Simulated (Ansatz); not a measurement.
CO2 (P4_2/mnm) from a database structure, relaxed with r2SCAN+rVV10, was run in the plane-wave code Ansatz under altered settings. All numbers are computed, without spin polarisation but where a row says otherwise.

```
C O
1.0
     4.19256    0.00000    0.00000
     0.00000    4.19256    0.00000
     0.00000    0.00000    4.60512
C O
2 4
Direct
  0.50000 0.50000 0.50000
  0.00000 0.00000 0.00000
  0.30427 0.69573 0.50000
  0.69573 0.30427 0.50000
  0.19573 0.19573 0.00000
  0.80427 0.80427 0.00000
```

The base run's other keys:
```yaml
kpoints:
  mp_grid: { grid: [4, 4, 4] }
hamiltonian:
  xc: hse06
scf:
  occupations: { method: fixed }
  n_extra_bands: 5
```

It takes 17 iterations with 1571 plane waves at 420 eV and 18 k points, and leaves a mean stress of -0.19 GPa. The gap over this mesh is 8.425 eV. It ran on 4 threads of AMD EPYC 7R43 64-Core Processor (Zen 3), with other jobs on the host.

Outcomes, with energy and stress as changes against the base:

| setting | outcome | ΔF (meV/atom) | Δ mean stress (GPa) | gap on the mesh (eV) | iterations | wall time |
| --- | --- | --- | --- | --- | --- | --- |
| PBE hybrid, exx coeff 0.4, omega 0.5 1/Å | converged | – | -2.1 | 8.313 | 18 | 18 s |
| hamiltonian.dispersion: d3bj | converged | -69 | -0.9 | 8.425 | 17 | 15 s |

A dash marks a value that wasn't obtained or can't be compared. Stress is positive in compression. The base took 20 s.

- PBE hybrid, exx coeff 0.4, omega 0.5 1/Å. That is 40 % exact exchange, screened with ω = 0.5 1/Å, against HSE06's 25 % screened at 0.208 1/Å. The mean stress moves by -2.1 GPa and the gap on the mesh by -0.112 eV (to 8.313). Totals of different functionals aren't comparable.
- hamiltonian.dispersion: d3bj. The free energy moves by -69 meV an atom, the mean stress by -0.9 GPa and the gap on the mesh by 0.000 eV (to 8.425). A pairwise correction adds to energy, forces and stress and leaves the bands alone.

The program warns that its thresholds are loose for a hybrid's stress.

The meshes of the hybrids are coarse, so their gaps aren't converged to the digits shown.
